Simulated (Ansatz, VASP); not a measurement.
BN: VASP beside Ansatz

```
CELL_PARAMETERS angstrom
2.51583 0.00000 0.00000
-1.25792 2.17878 0.00000
0.00000 0.00000 4.16169
ATOMIC_POSITIONS crystal
B 0.66667 0.33333 0.00035
B 0.33333 0.66667 0.50035
N 0.66667 0.33333 0.37465
N 0.33333 0.66667 0.87465
```

Measurements of this composition are mostly on another form, of space group No. 194.

Alike in both runs: functional PBE; dispersion D4; k mesh 12 × 12 × 6; occupations gaussian, width 0.02 eV; no spin polarisation.

Ansatz relaxed the structure, and its values are those at the end. VASP's run is a single point on that final structure, the one shown.

|  | VASP | Ansatz |
| --- | --- | --- |
| version | VASP 6.6.1 | Ansatz 0.2.0 |
| potentials or method | VASP PAW PBE potentials, release 64 (B, N) | scalar-relativistic, plane waves, PAW |
| plane-wave cutoff (eV) | 520 | 420 |
| valence electrons in the cell | 16 | 16 |

VASP gave:

| Quantity | Value |
| --- | --- |
| gap on the k mesh at the Fermi level (eV) | 5.11 |
| least direct gap on the mesh (eV) | 8.45 |
| pressure (GPa) | 12.9 |

Q: Which values does Ansatz return?

A: gap on the k mesh at the Fermi level (eV): 5.13; least direct gap on the mesh (eV): 8.46; pressure (GPa): 12.5.

With one functional, cell and mesh, what is left measures potentials, basis and numerics.

A k mesh can miss the band edges.
